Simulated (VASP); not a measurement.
# Settings for TiS₂: self-consistent run

TiS₂, slab, 6 atoms in the cell. RPBE; PAW potentials S, Ti_sv (PBE set). VASP 6.6.1. The cell is changed on purpose: last atom moved by 0.08 Å along z.

Wanted: energy within 0.5 meV/atom; forces within 0.003 eV/Å.

What the run is for: forces; Accuracy asked: tight.

POSCAR:
```
TiS2
1.0
    3.4120005726      0.0000000000      0.0000000000
   -1.7060002863      2.9548791736      0.0000000000
    0.0000000000      0.0000000000     23.5425000000
S Ti
4 2
Direct
    0.6666666700      0.3333333300      0.3185727900
    0.3333333300      0.6666666700      0.4395242600
    0.6666666700      0.3333333300      0.5604757400
    0.3333333300      0.6666666700      0.6814272100
    0.0000000000      0.0000000000      0.3790485300
    0.0000000000      0.0000000000      0.6243495800
```

The series start from Plane-wave cutoff (eV): 360; Smearing width (eV): 0.07; k-point mesh: 10 × 10 × 1; Bands in all (NBANDS): 38; Aspherical gradient terms in the spheres (LASPH): yes; Support grid and gradient cutoff: ADDGRID=False GGA_COMPAT=False. Each series keeps the choices made before it, and each single choice may use up half of a tolerance.

## Plane-wave cutoff (eV)

| Plane-wave cutoff (eV) | Energy less reference (meV/atom) | Forces, largest deviation (eV/Å) | SCF iterations | Time (s) |
|---|---|---|---|---|
| 280 | 8.50 | 0.0230 | 33 | 59 |
| 320 | 5.76 | 0.0216 | 34 | 63 |
| 360 | 3.88 | 0.0165 | 34 | 99 |
| 410 | 1.50 | 0.0085 | 34 | 83 |
| 500 | 0.11 | 0.0006 | 34 | 176 |
| 620 (reference) | 0.00 | 0.0000 | 34 | 193 |

Chosen: 500, the loosest value from which every tighter one stays within half of the tolerance.

## Smearing width (eV)

| Smearing width (eV) | Energy less reference (meV/atom) | Forces, largest deviation (eV/Å) | SCF iterations | Time (s) |
|---|---|---|---|---|
| 0.3 | -0.14 | 0.0244 | 33 | 158 |
| 0.2 | -0.31 | 0.0139 | 35 | 142 |
| 0.15 | -0.17 | 0.0104 | 35 | 158 |
| 0.1 | -0.07 | 0.0059 | 34 | 167 |
| 0.07 | -0.04 | 0.0023 | 34 | 176 |
| 0.04 (reference) | 0.00 | 0.0000 | 33 | 160 |

Chosen: 0.04; the next looser run is off by more than half of the tolerance, so convergence isn't shown beyond this value.

## k-point mesh

| k-point mesh | Energy less reference (meV/atom) | Forces, largest deviation (eV/Å) | SCF iterations | Time (s) |
|---|---|---|---|---|
| 4 × 4 × 1 | 43.85 | 0.0844 | 38 | 72 |
| 5 × 5 × 1 | 20.27 | 0.0106 | 31 | 62 |
| 7 × 7 × 1 | 4.64 | 0.0115 | 35 | 92 |
| 8 × 8 × 1 | 2.30 | 0.0147 | 35 | 115 |
| 10 × 10 × 1 | 0.69 | 0.0095 | 33 | 160 |
| 12 × 12 × 1 | 0.22 | 0.0063 | 34 | 211 |
| 15 × 15 × 1 | 0.03 | 0.0029 | 35 | 302 |
| 18 × 18 × 1 (reference) | 0.00 | 0.0000 | 34 | 403 |

Chosen: 18 × 18 × 1; the next looser run is off by more than half of the tolerance, so convergence isn't shown beyond this value.

## Bands in all (NBANDS)

| Bands in all (NBANDS) | Energy less reference (meV/atom) | Forces, largest deviation (eV/Å) | SCF iterations | Time (s) |
|---|---|---|---|---|
| 25 | 0.00 | 0.0007 | 36 | 238 |
| 26 | 0.00 | 0.0002 | 40 | 289 |
| 28 | 0.00 | 0.0002 | 34 | 261 |
| 30 | 0.00 | 0.0001 | 35 | 295 |
| 38 | 0.00 | 0.0001 | 34 | 403 |
| 52 (reference) | 0.00 | 0.0000 | 35 | 487 |

Chosen: 25.

## Aspherical gradient terms in the spheres (LASPH)

| Aspherical gradient terms in the spheres (LASPH) | Energy less reference (meV/atom) | Forces, largest deviation (eV/Å) | SCF iterations | Time (s) |
|---|---|---|---|---|
| yes | 0.00 | 0.0000 | 36 | 238 |
| no | 2.22 | 0.0051 | 36 | 285 |

Chosen: yes; no other choice that stays within half of the tolerance saves 30 % of the time.

## Support grid and gradient cutoff

| Support grid and gradient cutoff | Energy less reference (meV/atom) | Forces, largest deviation (eV/Å) | SCF iterations | Time (s) |
|---|---|---|---|---|
| ADDGRID=False GGA_COMPAT=False | 0.00 | 0.0000 | 36 | 238 |
| ADDGRID=True GGA_COMPAT=False | 0.00 | 0.0005 | 36 | 317 |
| ADDGRID=False GGA_COMPAT=True | 0.00 | 0.0003 | 36 | 269 |

Chosen: ADDGRID=False GGA_COMPAT=False.

## All choices together

| Input | Energy less reference (meV/atom) | Forces, largest deviation (eV/Å) | Time (s) |
|---|---|---|---|
| the program's defaults (naive) | 29.70 | 0.0698 | 7.2 |
| chosen settings | 0.11 | 0.0014 | 238 |
| reference settings throughout | 0.00 | 0.0000 | 706 |

The chosen settings stay within the tolerance of the reference run, but the reference itself isn't shown to be converged in: Smearing width (eV), k-point mesh.

## The input

INCAR:
```
SYSTEM = TiS2
GGA      = RP             ! functional
LDIPOL   = .True.       
IDIPOL   = 3            
DIPOL    = 0.5 0.5 0.501
ISMEAR   = 0              ! smearing method
SIGMA    = 0.04           ! smearing width, eV
LWAVE    = .False.        ! write WAVECAR
LCHARG   = .False.        ! write CHGCAR
ISIF     = 0              ! what is computed and relaxed
PREC     = Accurate       ! precision mode
LASPH    = .True.         ! aspherical terms in the spheres
LREAL    = .False.        ! projectors in reciprocal space
ALGO     = Normal         ! electronic algorithm
EDIFF    = 1E-6           ! SCF threshold, eV
NELM     = 120            ! most SCF steps
GGA_COMPAT= .False.      
ENCUT    = 500            ! plane-wave cutoff, eV
NELMDL   = -8           
NBANDS   = 25             ! bands
ADDGRID  = .False.       
```

KPOINTS:
```
Automatic mesh
0
Gamma
  18 18 1
  0 0 0
```

Commands:
```
cat potpaw_PBE.64/S/POTCAR potpaw_PBE.64/Ti_sv/POTCAR > POTCAR
mpirun -np 1 vasp_std > vasp.out
```

The chosen input took VASP 6.6.1 238 s on 1 core (Intel Xeon 6975P-C (Granite Rapids)), a shared host.

## An input that fails: too few electronic steps

The electronic loop stops at its limit of 5 steps.

Changes against the starting input:
```
- NELM = 120
+ NELM = 5
```
